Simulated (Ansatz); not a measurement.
A relaxation computed with Ansatz, from input to last step.

```yaml
crystal:
  lattice:
    - [2.695049092, 2.695049092, 0.0]
    - [-2.695049092, 2.695049092, 0.0]
    - [0.0, 0.0, 5.9405762964]
  atoms:
    - { symbol: Al, position: [0.5, 0.0, 0.25] }
    - { symbol: Al, position: [0.0, 0.5, 0.25] }
    - { symbol: Al, position: [0.0, 0.5, 0.75] }
    - { symbol: Al, position: [0.5, 0.0, 0.75] }
    - { symbol: Cu, position: [0.0, 0.0, 0.5] }
    - { symbol: Cu, position: [0.5, 0.5, 0.0] }
basis:
  ecutwfc: 500
kpoints:
  mp_grid: { grid: [10, 10, 6] }
hamiltonian:
  xc: r2scan
scf:
  occupations: { method: gaussian, width: 0.1 }
output:
  forces: true
  stress: true
  eigenvalues: true
relax:
  adjacent_minimum: "off"
  f_tol: 0.008
  max_steps: 40
  cell: { stress_tol: 0.015, fix: [a, b, gamma] }
```

```bash
ansatz run input.yaml --threads 1 --pin off --max-ram 2560MiB --backend cpu --events-out ev --progress --plain --runs-dir out
```

Computed with DFT r2SCAN, scalar-relativistic, plane waves, PAW in Ansatz 0.2.0.

Of 5 frames 4 are shown, positions in Å and forces in eV/Å; the SCF threshold varies from step to step. Steps run on the plane waves of an earlier cell, with a Pulay correction in the pressure. The basis is chosen afresh for the last frame, the zero of the energies, and at times for earlier ones too; energy and pressure can step there, also at an unchanged geometry. Where two frames share a geometry here, they differ by under 2 meV/atom and 0.3 GPa.

```xyz
6
Lattice="2.6950 2.6950 0.0000 -2.6950 2.6950 0.0000 0.0000 0.0000 5.9406" Properties=species:S:1:pos:R:3:forces:R:3 pbc="T T T" step=1 free_energy_over_end_meV_per_atom=6.87 pressure_GPa=11.89
Al    1.3475    1.3475    1.4851    0.0000    0.0000    0.0000
Al   -1.3475    1.3475    1.4851    0.0000    0.0000    0.0000
Al   -1.3475    1.3475    4.4554    0.0000    0.0000    0.0000
Al    1.3475    1.3475    4.4554    0.0000    0.0000    0.0000
Cu    0.0000    0.0000    2.9703    0.0000    0.0000    0.0000
Cu    0.0000    2.6950    0.0000    0.0000    0.0000    0.0000
6
Lattice="2.6950 2.6950 0.0000 -2.6950 2.6950 0.0000 0.0000 0.0000 6.0454" Properties=species:S:1:pos:R:3:forces:R:3 pbc="T T T" step=2 free_energy_over_end_meV_per_atom=1.05 pressure_GPa=9.41
Al    1.3475    1.3475    1.5113    0.0000    0.0000    0.0000
Al   -1.3475    1.3475    1.5113    0.0000    0.0000    0.0000
Al   -1.3475    1.3475    4.5340    0.0000    0.0000    0.0000
Al    1.3475    1.3475    4.5340    0.0000    0.0000    0.0000
Cu    0.0000    0.0000    3.0227    0.0000    0.0000    0.0000
Cu    0.0000    2.6950    0.0000    0.0000    0.0000    0.0000
6
Lattice="2.6950 2.6950 0.0000 -2.6950 2.6950 0.0000 0.0000 0.0000 6.1051" Properties=species:S:1:pos:R:3:forces:R:3 pbc="T T T" step=3 free_energy_over_end_meV_per_atom=0.09 pressure_GPa=8.09
Al    1.3475    1.3475    1.5263    0.0000    0.0000    0.0000
Al   -1.3475    1.3475    1.5263    0.0000    0.0000    0.0000
Al   -1.3475    1.3475    4.5788    0.0000    0.0000    0.0000
Al    1.3475    1.3475    4.5788    0.0000    0.0000    0.0000
Cu    0.0000    0.0000    3.0526    0.0000    0.0000    0.0000
Cu    0.0000    2.6950    0.0000    0.0000    0.0000    0.0000
6
Lattice="2.6950 2.6950 0.0000 -2.6950 2.6950 0.0000 0.0000 0.0000 6.1120" Properties=species:S:1:pos:R:3:forces:R:3 pbc="T T T" step=5 free_energy_over_end_meV_per_atom=0.00 pressure_GPa=7.95
Al    1.3475    1.3475    1.5280    0.0000    0.0000    0.0000
Al   -1.3475    1.3475    1.5280    0.0000    0.0000    0.0000
Al   -1.3475    1.3475    4.5840    0.0000    0.0000    0.0000
Al    1.3475    1.3475    4.5840    0.0000    0.0000    0.0000
Cu    0.0000    0.0000    3.0560    0.0000    0.0000    0.0000
Cu    0.0000    2.6950    0.0000    0.0000    0.0000    0.0000
```

It took 4.4 min on 1 thread of Intel(R) Xeon(R) Processor @ 2.50GHz (Skylake/Cascade Lake) (shared host), peak memory 0.7 GiB.